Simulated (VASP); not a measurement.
# TiS2: relaxation of cell and atoms with LDA

TiS2:

```
Ti S
1.0
     3.31437    0.00000    0.00000
    -1.65719    2.87033    0.00000
     0.00000    0.00000    5.44684
Ti S
1 2
Direct
  0.00000 0.00000 0.00000
  0.33333 0.66667 0.26122
  0.66667 0.33333 0.73878
```

```json
{"Program": "VASP 6.6.1", "Task": "relaxation of cell and atoms", "Functional": "LDA", "Potentials or basis": "VASP PAW LDA potentials, release 64 (Ti_sv, S)", "Cutoff": "600 eV", "k mesh": "12 × 12 × 7", "Occupations": "methfessel-paxton, width 0.1 eV", "Spin": "no spin polarisation", "Further INCAR settings": "ALGO = Normal; EDIFF = 1e-07; IBRION = 2; EDIFFG = -0.005; NSW = 90; ISIF = 3"}
```

```json
{"Relaxed volume": "17.27 Å³/atom", "Relaxed cell": "a = 3.313 Å, b = 3.313 Å, c = 5.450 Å, α = 90.00°, β = 90.00°, γ = 120.00°", "Space group after relaxing (to 0.05 Å)": "P-3m1 (No. 164)", "Energy gained by relaxing": "0.0 meV/atom", "Ionic steps": "4", "Pressure after relaxing": "0.0 GPa", "Largest force after relaxing": "0.003 eV/Å", "Band gap on the k mesh": "none (metal or under the smearing width)"}
```

Forces in eV/Å, atoms in the order of the input:
```
Ti   0.000  0.000  0.000
S    0.000  0.000 -0.003
S    0.000  0.000  0.003
```

Final structure:
```
Ti S
1.0
     3.31292    0.00000    0.00000
    -1.65646    2.86907    0.00000
     0.00000    0.00000    5.44953
Ti S
1 2
Cartesian
  0.0000 0.0000 0.0000
  0.0000 1.9127 1.4237
  1.6565 0.9564 4.0258
```

Levels at points of the mesh, in eV from the Fermi level:
```tsv
k point	band 8	band 9	band 10	band 11	band 12	band 13	band 14	band 15	band 16
(0.00, 0.00, 0.00)	-2.77	-2.77	0.29	0.31	0.31	0.56	0.56	0.83	3.62
(0.50, 0.00, 0.00)	-3.87	-3.15	-3.00	-2.64	-1.62	0.15	1.77	2.25	3.93
```

It took 3.8 min on 1 thread of Intel(R) Xeon(R) Platinum 8488C (Sapphire Rapids), with other jobs on the host, peak memory 0.24 GiB.
